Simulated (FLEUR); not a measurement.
C:

```
C
1.0
     2.52210    0.00000    0.00000
    -1.26105    2.18420    0.00000
     0.00000    0.00000    8.23710
C
8
Cartesian
  1.2611 0.7281 6.9501
  0.0000 1.4561 2.8315
  1.2611 0.7281 5.4056
  0.0000 1.4561 1.2870
  0.0000 0.0000 7.4649
  0.0000 0.0000 3.3463
  0.0000 0.0000 4.8908
  0.0000 0.0000 0.7722
```

This is a hexagonal form of diamond, not graphite.

Base run:

| Quantity | Value |
| --- | --- |
| Program | FLEUR MaX-R8.1 (later development tree) |
| Functional | RPBE |
| Potentials or basis | all-electron |
| Basis | FLAPW |
| Kmax | 5.33 1/bohr |
| k mesh | 12 × 12 × 4 |
| Occupations | fermi-dirac, width 0.05 eV |
| Spin | no spin polarisation |

Its results: band gap on the k mesh 4.55 eV, indirect (least direct gap 5.29 eV).

Q: The run is repeated on the same cell with these changes: functional from RPBE to LDA (Moruzzi-Janak-Williams). What comes out?

A: Band gap on the k mesh 4.37 eV, indirect (least direct gap 5.13 eV).
